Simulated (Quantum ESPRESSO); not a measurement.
**Be: relaxation of cell and atoms with revPBE**

The system is Be.

```
Be
1.0
     2.28530    0.00000    0.00000
    -1.14265    1.97913    0.00000
     0.00000    0.00000    3.58420
Be
2
Direct
  0.66667 0.33333 0.75000
  0.33333 0.66667 0.25000
```

```yaml
Program: Quantum ESPRESSO 7.5
Task: relaxation of cell and atoms
Functional: revPBE
Potentials_or_basis: PseudoDojo 0.4.1 SR PBE standard
Cutoff: 1197 eV
Density_cutoff: 4789 eV
k_mesh: 13 × 13 × 8
Occupations: fermi-dirac, width 0.05 eV
Spin: no spin polarisation
ASE_optimiser: FIRE
Mixing_beta: 0.5
Most_SCF_iterations: 120
SCF_threshold: 4e-10 Ry
```

| Item | Value |
| --- | --- |
| Relaxed volume | 8.16 Å³/atom |
| Relaxed cell | a = 2.292 Å, b = 2.292 Å, c = 3.588 Å, α = 90.00°, β = 90.00°, γ = 120.00° |
| Space group after relaxing (to 0.05 Å) | P6_3/mmc (No. 194) |
| Energy gained by relaxing | 0.3 meV/atom |
| Ionic steps | 5 |
| Pressure after relaxing | 0.2 GPa |
| Band gap on the k mesh | none (metal or under the smearing width) |

Stress tensor (GPa, compression positive):
```
0.33 0.00 0.00
0.00 0.33 0.00
0.00 0.00 0.02
```

The path:
```tsv
step	energy change (eV)	largest force (eV/Å)	pressure (GPa)	volume (Å³)
1	0.0000	0.0000	1.03	16.21
2	-0.0001	0.0000	0.94	16.22
3	-0.0002	0.0000	0.76	16.25
4	-0.0004	0.0000	0.52	16.28
5	-0.0005	0.0000	0.23	16.32
```

Final structure:
```cif
data_structure
_symmetry_space_group_name_H-M 'P 1'
_symmetry_Int_Tables_number 1
_cell_length_a 2.2919
_cell_length_b 2.2919
_cell_length_c 3.5881
_cell_angle_alpha 90.000
_cell_angle_beta 90.000
_cell_angle_gamma 120.000
_cell_volume 16.32
loop_
_atom_site_label
_atom_site_type_symbol
_atom_site_fract_x
_atom_site_fract_y
_atom_site_fract_z
_atom_site_occupancy
Be1 Be 0.66667 0.33333 0.75000 1
Be2 Be 0.33333 0.66667 0.25000 1
```

Levels at points of the mesh, in eV from the Fermi level:
| k point | band 3 | band 4 | band 5 | band 6 | band 7 |
| --- | --- | --- | --- | --- | --- |
| (0.00, 0.00, 0.00) | -11.08 | -4.15 | 1.23 | 15.80 | 15.80 |
| (0.00, 0.00, -0.50) | -8.92 | -8.92 | 10.81 | 10.81 | 17.45 |

Wall time 48 s on 1 thread of Arm Neoverse V2, on a shared host, peak memory 0.08 GiB.

Caveat: the potentials were made for another functional, which shifts forces and pressure. revPBE gives volumes clearly too large for solids.
